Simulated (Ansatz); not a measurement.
# Ge (Cmcm) in Ansatz: a series of runs

The runs below take Ge through single point, with PBE.

Everything below comes from runs of Ansatz 0.2.0. Logs are shortened: lines on timing, memory, paths and dates and some standing lists are left out, and cuts for length are marked.

## 1. Starting point

It takes space group Cmcm (No. 63, orthorhombic). The conventional cell has a = 2.976 Å, b = 5.189 Å, c = 4.728 Å, α = 90.00°, β = 90.00°, γ = 90.00°. Ge (site symmetry m2m) has 12 Ge at 2.92 to 2.99 Å as nearest neighbours.

This isn't the form of Ge at room conditions, which is diamond.

## 2. Single point, PBE

input.yaml reads:

```yaml
crystal:
  lattice:
    - [1.488052925, -2.59468961, 0.0]
    - [1.488052925, 2.59468961, 0.0]
    - [0.0, 0.0, 4.72759579]
  atoms:
    - { symbol: Ge, position: [0.33344663, 0.66655337, 0.25] }
    - { symbol: Ge, position: [0.66655337, 0.33344663, 0.75] }
hamiltonian:
  xc: pbe
  pseudopotentials: { kind: paw }
kpoints:
  mp_grid: { grid: [10, 10, 6] }
scf:
  occupations: { method: gaussian, width: 0.02 }
output:
  forces: true
  stress: true
  eigenvalues: true
  write_density: true
  write_potential: true
  elf: true
  volumetric_format: npy
```

Potentials or basis: Ansatz PAW.

Launch:

```
ansatz run input.yaml --threads 2 --pin off --max-ram 5632MiB --backend cpu --events-out ev --progress --plain --runs-dir out
```

What it wrote:

```text
Warning: RAYON_NUM_THREADS=2 ignored (pool sized by the plan → 2); use --threads N
Engine: ansatz 0.2.0, aarch64-unknown-linux-gnu
Pseudopotentials: kind: paw
Pseudopotential: Ge, paw, valence charge 14, recommended cutoff 420 eV (normal), Ge.paw.azcp
Functional definition: PBE
  parameter kappa = 0.804
  parameter beta = 0.06672455060314922
  exchange = pbe_x(kappa = kappa, mu = beta*pi^2/3)
  correlation = pbe_c(beta = beta)
Crystal: 2 atoms, lattice volume = 36.507 Å³
Basis set: ecut = 420 eV, 695 PW (Γ), exchange–correlation on 40×40×64 points (8 copies of the dense FFT grid, shifted against one another)
Bands: 18, of which v1, the nominal top of the filled ones, is band 14 counted from 1 (13 counted from 0)
Symmetry: 8 space group operations
Space group: Cmcm (ITA 63), of the structure as read, at distance tolerance 3.3e-5 Å
k-points: 124 of 600
Non-local potential: Ge, projectors of the file, l = 0: 2, l = 1: 2, l = 2: 3, l = 3: 1
PAW form: soft (Blöchl's): semilocal exchange-correlation on the pseudo side does not see the compensation charge
PAW one-centre angular grid: Ge, 590 points (default); XC on 64 Gauss nodes
Initial density: superposition of atomic densities (neutral atoms: chi_scale 0, normalization atom), corrected by the library's trained network
Initial wavefunctions: pseudopotential atomic-orbital guess
Functional: x = pbe(κ = 0.804, μ = 0.2195149727645171), c = pbe(β = 0.06672455060314922)
SCF iter   1: F=—  HF=-8589.293923 eV  |F-HF|=—  |Δ(HF+E_count)|=         —  Δρ=1.42e-3  dr2=4.33e-4  ethr=1.77e-3  ⟨swp⟩=5.4  Hψ=9295  notcnv=0
preconditioner: auto → none  [insulator: Δε(μ)=0.031 eV  Ē_g=23.192 eV  σ=0.020 eV  W_gap=0.72  n_scr=8 (ndim 8)  ℏωp=32.5 eV  f_vac=0.000  D(μ)=1.89/eV (n_scr^D=22)  ε∞_Penn≈3.0]
SCF iter   2: F=—  HF=-8589.293655 eV  |F-HF|=—  |Δ(HF+E_count)|=   2.68e-4  Δρ=7.03e-4  dr2=9.56e-5  ethr=1.55e-6  ⟨swp⟩=2.0  Hψ=3709  notcnv=0
SCF iter   3: F=—  HF=-8589.293803 eV  |F-HF|=—  |Δ(HF+E_count)|=   1.48e-4  Δρ=7.13e-5  dr2=8.02e-7  ethr=3.41e-7  ⟨swp⟩=2.0  Hψ=2680  notcnv=0
SCF iter   4: F=—  HF=-8589.293803 eV  |F-HF|=—  |Δ(HF+E_count)|=   3.19e-7  Δρ=1.77e-5  dr2=7.73e-8  ethr=2.87e-9  ⟨swp⟩=2.0  Hψ=3918  notcnv=0
iter 5 did not close the SCF: its close was put off for the readings that it lacked (scf_convergence_deferred on its scf_iter line)
SCF iter   5: F=-8589.293803 eV  HF=-8589.293803 eV  |F-HF|=1.65e-9  |Δ(HF+E_count)|=   9.62e-9  Δρ=5.23e-6  dr2=5.42e-9  ethr=2.76e-10  ⟨swp⟩=2.0  Hψ=3920  notcnv=0
SCF iter   6: F=-8589.293803 eV  HF=-8589.293803 eV  |F-HF|=1.78e-10  |Δ(HF+E_count)|=   2.94e-9  Δρ=1.09e-6  dr2=2.45e-10  ethr=1.94e-11  ⟨swp⟩=4.6  Hψ=11057  notcnv=0
SCF 1 converged in 6 iterations: F = -8589.293803 eV  dr2 = 2.45e-10
SCF converged after 6 iterations
Free energy (F): -8589.293803 eV
Harris-Foulkes:  -8589.293803 eV  (|F-HF|=1.78e-10)
Internal energy: -8589.293423 eV  (E = F + TS)
E sigma→0 (E₀):  -8589.293613 eV
Entropy (-TS):   -0.000380 eV (-0.190 meV/atom)
Fermi energy:    11.511718 eV
--- Per-component energies (eV) ---
  E_band       = -212.405491
  E_kinetic    = 221.339248
  E_local      = -4200.591631  (includes V_loc(G=0)·N_el)
  E_nonlocal   = 830.138961
  E_hartree    = 1839.158454
  E_xc         = -151.818093
  E_vxc        = -129.852537  (∫ρ·V_xc dr)
  E_paw        = -4032.108153  (= ΣΔE_a)
  E_vpaw       = -611.756346  (= ΣTr[D̂ρ^β])
  E_aug_tail   = 0.000625  (compensation charges beyond the density's cutoff)
  E_ewald      = -3095.412836
  E_smearing   = -0.000380  (= −TS)
  E_closure    = 0.000000  (closes the sum)
  Σ components = -8589.293803   (vs F -8589.293803, Δ=0.00e0)
--- Forces (eV/Å), atoms counted from 1 ---
  atom   1  Ge     0.00000000     0.01321937     0.00000000
  atom   2  Ge     0.00000000    -0.01321937     0.00000000
  max |Σ_I F_I| component: 0.00e0 eV/Å
--- Stress (GPa, compression-positive) ---
        3.139921       0.000000       0.000000
        0.000000       4.361524       0.000000
        0.000000       0.000000       5.474883
  P = ⅓ Tr σ = 4.3254 GPa (43.254 kbar)
--- Band table (eV; the first three rows and the last of 124) ---
  k-point 0: bands = ["-13.1301", "-13.1194", "-13.1177", "-13.1157", "-13.1101", "-13.1070", "-13.0975", "-13.0972", "-13.0231", "-13.0228", "-1.8390", "4.0568", "5.9956", "18.1386", "18.2530", "20.2191", "20.3372", "21.6495"]
  k-point 1: bands = ["-13.1289", "-13.1250", "-13.1220", "-13.1181", "-13.1131", "-13.1101", "-13.0862", "-13.0854", "-13.0257", "-13.0253", "-1.6527", "2.7459", "7.6678", "18.2852", "18.3992", "19.8875", "20.1425", "20.2581"]
  k-point 2: bands = ["-13.1296", "-13.1264", "-13.1253", "-13.1209", "-13.1188", "-13.1173", "-13.0667", "-13.0659", "-13.0339", "-13.0334", "-1.0935", "1.1336", "10.3556", "16.6900", "18.6994", "18.8118", "19.8357", "19.9473"]
  k-point 123: bands = ["-13.1550", "-13.1550", "-13.1360", "-13.1360", "-13.0738", "-13.0738", "-13.0228", "-13.0228", "-13.0185", "-13.0185", "4.4667", "4.4667", "6.5739", "6.5739", "15.7860", "15.7860", "16.6253", "16.6253"]
```

It took 2.4 s on 2 threads of Arm Neoverse V2, shared host; peak memory 0.34 GiB.

Results:

```yaml
Free_energy: -8589.2938 eV
Pressure: 4.3 GPa
Largest_force: 0.013 eV/Å
Band_gap_on_the_k_mesh: none (metal or under the smearing width)
```

Forces on the atoms (eV/Å):
```
Ge   0.000  0.013  0.000
Ge   0.000 -0.013  0.000
```

Levels at points of the mesh, in eV from the Fermi level:
```
              k point  band 11  band 12  band 13  band 14  band 15  band 16  band 17  band 18
   (0.00, 0.00, 0.00)   -13.35    -7.45    -5.52     6.63     6.74     8.71     8.83    10.14
  (0.00, 0.00, -0.50)   -11.67   -11.67     1.90     1.90     7.77     7.77     7.88     7.88
  (0.00, -0.50, 0.00)    -8.42    -7.09    -2.25    -1.24    -0.87     1.45     2.46     6.43
 (0.00, -0.50, -0.50)    -6.97    -6.97    -4.91    -4.91     4.12     4.12     5.09     5.09
 (-0.50, -0.50, 0.00)    -8.49    -7.13    -2.29    -1.27    -0.93     1.42     2.61     6.57
(-0.50, -0.50, -0.50)    -7.04    -7.04    -4.94    -4.94     4.27     4.27     5.11     5.11
```

## 3. Single point, PBE

input.yaml: that of step 2 with these lines changed.

```diff
@@ -14,3 +14,3 @@
 scf:
-  occupations: { method: gaussian, width: 0.02 }
+  occupations: { method: gaussian, width: 0.021 }
 output:
@@ -19,5 +19 @@
   eigenvalues: true
-  write_density: true
-  write_potential: true
-  elf: true
-  volumetric_format: npy
```

Potentials or basis: Ansatz PAW.

Launch:

```
ansatz run input.yaml --threads 2 --pin off --max-ram 5632MiB --backend cpu --events-out ev --progress --plain --runs-dir out
```

What it wrote:

```text
Warning: RAYON_NUM_THREADS=2 ignored (pool sized by the plan → 2); use --threads N
[... 8 set-up lines as earlier in the session ...]
Crystal: 2 atoms, lattice volume = 36.507 Å³
Basis set: ecut = 420 eV, 695 PW (Γ), exchange–correlation on 40×40×64 points (8 copies of the dense FFT grid, shifted against one another)
Bands: 18, of which v1, the nominal top of the filled ones, is band 14 counted from 1 (13 counted from 0)
[... 1 set-up line as earlier in the session ...]
[... 31 lines left out ...]
  E_xc         = -151.818069
  E_vxc        = -129.852511  (∫ρ·V_xc dr)
  E_paw        = -4032.108244  (= ΣΔE_a)
  E_vpaw       = -611.756512  (= ΣTr[D̂ρ^β])
  E_aug_tail   = 0.000625  (compensation charges beyond the density's cutoff)
  E_ewald      = -3095.412836
  E_smearing   = -0.000429  (= −TS)
  E_closure    = -0.000000  (closes the sum)
  Σ components = -8589.293823   (vs F -8589.293823, Δ=0.00e0)
--- Forces (eV/Å), atoms counted from 1 ---
  atom   1  Ge     0.00000000     0.01272320     0.00000000
  atom   2  Ge     0.00000000    -0.01272320     0.00000000
  max |Σ_I F_I| component: 1.73e-18 eV/Å
--- Stress (GPa, compression-positive) ---
        3.141358       0.000000       0.000000
        0.000000       4.351598       0.000000
        0.000000       0.000000       5.483128
  P = ⅓ Tr σ = 4.3254 GPa (43.254 kbar)
--- Band table (eV; the first three rows and the last of 124) ---
  k-point 0: bands = ["-13.1301", "-13.1194", "-13.1177", "-13.1158", "-13.1102", "-13.1070", "-13.0975", "-13.0972", "-13.0231", "-13.0228", "-1.8390", "4.0568", "5.9956", "18.1386", "18.2530", "20.2191", "20.3372", "21.6495"]
  k-point 1: bands = ["-13.1289", "-13.1250", "-13.1220", "-13.1181", "-13.1132", "-13.1101", "-13.0862", "-13.0854", "-13.0257", "-13.0253", "-1.6527", "2.7459", "7.6678", "18.2852", "18.3992", "19.8875", "20.1425", "20.2581"]
  k-point 2: bands = ["-13.1296", "-13.1264", "-13.1253", "-13.1209", "-13.1188", "-13.1173", "-13.0667", "-13.0659", "-13.0339", "-13.0334", "-1.0935", "1.1336", "10.3556", "16.6900", "18.6994", "18.8118", "19.8357", "19.9473"]
  k-point 123: bands = ["-13.1550", "-13.1550", "-13.1361", "-13.1361", "-13.0738", "-13.0738", "-13.0228", "-13.0228", "-13.0185", "-13.0185", "4.4667", "4.4667", "6.5739", "6.5739", "15.7860", "15.7860", "16.6254", "16.6254"]
```

Run time: 1.8 s. Hardware: 2 threads of Arm Neoverse V2, shared host; peak memory 0.34 GiB.

Results:

- Free energy: -8589.2938 eV
- Pressure: 4.3 GPa
- Largest force: 0.013 eV/Å
- Band gap on the k mesh: none (metal or under the smearing width)

Forces in eV/Å, atoms in the order of the input:
```
Ge   0.000  0.013  0.000
Ge   0.000 -0.013  0.000
```

Stress tensor (GPa, compression positive):
```
3.14 0.00 0.00
0.00 4.35 0.00
0.00 0.00 5.48
```

Levels at points of the mesh, in eV from the Fermi level:
```csv
k point,band 12,band 13,band 14,band 15,band 16,band 17
"(0.00, 0.00, 0.00)",-7.46,-5.52,6.63,6.74,8.71,8.83
"(0.00, 0.00, -0.50)",-11.67,1.90,1.90,7.77,7.77,7.88
"(0.00, -0.50, 0.00)",-7.09,-2.25,-1.24,-0.87,1.45,2.46
"(0.00, -0.50, -0.50)",-6.97,-4.91,-4.91,4.12,4.12,5.09
"(-0.50, -0.50, 0.00)",-7.13,-2.29,-1.27,-0.93,1.42,2.61
"(-0.50, -0.50, -0.50)",-7.05,-4.94,-4.94,4.27,4.27,5.11
```

## 4. Single point, PBE

input.yaml: that of step 3 with these lines changed.

```diff
@@ -14,3 +14,3 @@
 scf:
-  occupations: { method: gaussian, width: 0.021 }
+  occupations: { method: gaussian, width: 0.022 }
 output:
```

Potentials or basis: Ansatz PAW.

Launch:

```
ansatz run input.yaml --threads 2 --pin off --max-ram 5632MiB --backend cpu --events-out ev --progress --plain --runs-dir out
```

What it wrote:

```text
Warning: RAYON_NUM_THREADS=2 ignored (pool sized by the plan → 2); use --threads N
[... 8 set-up lines as earlier in the session ...]
Crystal: 2 atoms, lattice volume = 36.507 Å³
Basis set: ecut = 420 eV, 695 PW (Γ), exchange–correlation on 40×40×64 points (8 copies of the dense FFT grid, shifted against one another)
Bands: 18, of which v1, the nominal top of the filled ones, is band 14 counted from 1 (13 counted from 0)
[... 2 set-up lines as earlier in the session ...]
k-points: 124 of 600
[... 6 set-up lines as earlier in the session ...]
SCF iter   1: F=—  HF=-8589.293963 eV  |F-HF|=—  |Δ(HF+E_count)|=         —  Δρ=1.42e-3  dr2=4.32e-4  ethr=1.77e-3  ⟨swp⟩=5.3  Hψ=9254  notcnv=0
preconditioner: auto → none  [insulator: Δε(μ)=0.031 eV  Ē_g=23.192 eV  σ=0.022 eV  W_gap=0.68  n_scr=8 (ndim 8)  ℏωp=32.5 eV  f_vac=0.000  D(μ)=1.97/eV (n_scr^D=22)  ε∞_Penn≈3.0]
SCF iter   2: F=—  HF=-8589.293696 eV  |F-HF|=—  |Δ(HF+E_count)|=   2.68e-4  Δρ=7.02e-4  dr2=9.53e-5  ethr=1.54e-6  ⟨swp⟩=2.0  Hψ=3708  notcnv=0
SCF iter   3: F=—  HF=-8589.293844 eV  |F-HF|=—  |Δ(HF+E_count)|=   1.48e-4  Δρ=7.11e-5  dr2=7.97e-7  ethr=3.40e-7  ⟨swp⟩=2.0  Hψ=2680  notcnv=0
SCF iter   4: F=—  HF=-8589.293844 eV  |F-HF|=—  |Δ(HF+E_count)|=   3.18e-7  Δρ=1.77e-5  dr2=7.71e-8  ethr=2.85e-9  ⟨swp⟩=2.0  Hψ=3919  notcnv=0
iter 5 did not close the SCF: its close was put off for the readings that it lacked (scf_convergence_deferred on its scf_iter line)
SCF iter   5: F=-8589.293844 eV  HF=-8589.293844 eV  |F-HF|=1.92e-9  |Δ(HF+E_count)|=   1.06e-8  Δρ=5.19e-6  dr2=5.35e-9  ethr=2.76e-10  ⟨swp⟩=2.0  Hψ=3920  notcnv=0
SCF iter   6: F=-8589.293844 eV  HF=-8589.293844 eV  |F-HF|=1.84e-10  |Δ(HF+E_count)|=   3.02e-9  Δρ=1.10e-6  dr2=2.49e-10  ethr=1.91e-11  ⟨swp⟩=1.6  Hψ=7101  notcnv=0
SCF 1 converged in 6 iterations: F = -8589.293844 eV  dr2 = 2.49e-10
SCF converged after 6 iterations
Free energy (F): -8589.293844 eV
Harris-Foulkes:  -8589.293844 eV  (|F-HF|=1.84e-10)
Internal energy: -8589.293366 eV  (E = F + TS)
E sigma→0 (E₀):  -8589.293605 eV
Entropy (-TS):   -0.000478 eV (-0.239 meV/atom)
Fermi energy:    11.511855 eV
--- Per-component energies (eV) ---
  E_band       = -212.405616
  E_kinetic    = 221.339311
  E_local      = -4200.591553  (includes V_loc(G=0)·N_el)
  E_nonlocal   = 830.139075
  E_hartree    = 1839.158388
  E_xc         = -151.818055
  E_vxc        = -129.852496  (∫ρ·V_xc dr)
  E_paw        = -4032.108320  (= ΣΔE_a)
  E_vpaw       = -611.756650  (= ΣTr[D̂ρ^β])
  E_aug_tail   = 0.000625  (compensation charges beyond the density's cutoff)
  E_ewald      = -3095.412836
  E_smearing   = -0.000478  (= −TS)
  E_closure    = 0.000000  (closes the sum)
  Σ components = -8589.293844   (vs F -8589.293844, Δ=0.00e0)
--- Forces (eV/Å), atoms counted from 1 ---
  atom   1  Ge     0.00000000     0.01223411     0.00000000
  atom   2  Ge     0.00000000    -0.01223411     0.00000000
  max |Σ_I F_I| component: 3.47e-18 eV/Å
--- Stress (GPa, compression-positive) ---
        3.143031       0.000000       0.000000
        0.000000       4.341225       0.000000
        0.000000       0.000000       5.491786
  P = ⅓ Tr σ = 4.3253 GPa (43.253 kbar)
--- Band table (eV; the first three rows and the last of 124) ---
  k-point 0: bands = ["-13.1301", "-13.1194", "-13.1177", "-13.1158", "-13.1102", "-13.1070", "-13.0975", "-13.0972", "-13.0231", "-13.0228", "-1.8390", "4.0568", "5.9956", "18.1386", "18.2529", "20.2191", "20.3372", "21.6495"]
  k-point 1: bands = ["-13.1289", "-13.1250", "-13.1220", "-13.1181", "-13.1132", "-13.1101", "-13.0862", "-13.0854", "-13.0257", "-13.0253", "-1.6527", "2.7459", "7.6678", "18.2852", "18.3992", "19.8875", "20.1425", "20.2581"]
  k-point 2: bands = ["-13.1296", "-13.1264", "-13.1253", "-13.1209", "-13.1188", "-13.1173", "-13.0667", "-13.0659", "-13.0339", "-13.0334", "-1.0935", "1.1336", "10.3556", "16.6900", "18.6994", "18.8118", "19.8357", "19.9473"]
  k-point 123: bands = ["-13.1550", "-13.1550", "-13.1361", "-13.1361", "-13.0738", "-13.0738", "-13.0228", "-13.0228", "-13.0185", "-13.0185", "4.4667", "4.4667", "6.5739", "6.5739", "15.7860", "15.7860", "16.6254", "16.6254"]
```

It took 1.8 s on 2 threads of Arm Neoverse V2, shared host; peak memory 0.34 GiB.

What came out:

| Property | Result |
| --- | --- |
| Free energy | -8589.2938 eV |
| Pressure | 4.3 GPa |
| Largest force | 0.012 eV/Å |
| Band gap on the k mesh | none (metal or under the smearing width) |

Forces on the atoms (eV/Å):
```
Ge   0.000  0.012  0.000
Ge   0.000 -0.012  0.000
```

Levels at points of the mesh, in eV from the Fermi level:
| k point | band 11 | band 12 | band 13 | band 14 | band 15 | band 16 | band 17 | band 18 |
| --- | --- | --- | --- | --- | --- | --- | --- | --- |
| (0.00, 0.00, 0.00) | -13.35 | -7.46 | -5.52 | 6.63 | 6.74 | 8.71 | 8.83 | 10.14 |
| (0.00, 0.00, -0.50) | -11.67 | -11.67 | 1.90 | 1.90 | 7.77 | 7.77 | 7.88 | 7.88 |
| (0.00, -0.50, 0.00) | -8.42 | -7.09 | -2.25 | -1.24 | -0.87 | 1.45 | 2.46 | 6.43 |
| (0.00, -0.50, -0.50) | -6.97 | -6.97 | -4.91 | -4.91 | 4.12 | 4.12 | 5.09 | 5.09 |
| (-0.50, -0.50, 0.00) | -8.49 | -7.13 | -2.29 | -1.27 | -0.93 | 1.42 | 2.61 | 6.57 |
| (-0.50, -0.50, -0.50) | -7.05 | -7.05 | -4.94 | -4.94 | 4.27 | 4.27 | 5.11 | 5.11 |

## 5. Single point, PBE

input.yaml: that of step 4 with these lines changed.

```diff
@@ -14,3 +14,3 @@
 scf:
-  occupations: { method: gaussian, width: 0.022 }
+  occupations: { method: gaussian, width: 0.023 }
 output:
```

Launch:

```
ansatz run input.yaml --threads 2 --pin off --max-ram 5632MiB --backend cpu --events-out ev --progress --plain --runs-dir out
```

It took 1.8 s on 2 threads of Arm Neoverse V2, shared host; peak memory 0.33 GiB.

The run converged. Its results:

| Item | Value |
| --- | --- |
| Free energy | -8589.2939 eV |
| Pressure | 4.3 GPa |
| Largest force | 0.012 eV/Å |
| Band gap on the k mesh | none (metal or under the smearing width) |

Forces in eV/Å, atoms in the order of the input:
```
Ge   0.000  0.012  0.000
Ge   0.000 -0.012  0.000
```

Stress tensor (GPa, compression positive):
```
3.14 0.00 0.00
0.00 4.33 0.00
0.00 0.00 5.50
```

Levels at points of the mesh, in eV from the Fermi level:
```
              k point  band 10  band 11  band 12  band 13  band 14  band 15  band 16  band 17  band 18
   (0.00, 0.00, 0.00)   -24.53   -13.35    -7.46    -5.52     6.63     6.74     8.71     8.83    10.14
  (0.00, 0.00, -0.50)   -24.56   -11.67   -11.67     1.90     1.90     7.77     7.77     7.88     7.88
  (0.00, -0.50, 0.00)   -24.52    -8.42    -7.09    -2.25    -1.24    -0.87     1.45     2.46     6.43
 (0.00, -0.50, -0.50)   -24.53    -6.97    -6.97    -4.91    -4.91     4.12     4.12     5.09     5.09
 (-0.50, -0.50, 0.00)   -24.52    -8.49    -7.13    -2.29    -1.27    -0.93     1.42     2.61     6.57
(-0.50, -0.50, -0.50)   -24.53    -7.05    -7.05    -4.94    -4.94     4.27     4.27     5.11     5.11
```

## 6. Summary

```tsv
smearing	gap on the mesh (eV)	pressure (GPa)	largest force (eV/Å)
gaussian 0.02 eV	none	4.3	0.01
gaussian 0.021 eV	none	4.3	0.01
gaussian 0.022 eV	none	4.3	0.01
gaussian 0.023 eV	none	4.3	0.01
```

Alike in all rows: task single point; level PBE; potentials or basis Ansatz PAW; no spin polarisation; cell as given; k mesh 10 × 10 × 6; cutoff (eV) 420.

Every run on the cell as given and a fine mesh finds a metal.

Total energies depend on the potentials used, so only differences within one code and one set of settings carry meaning.
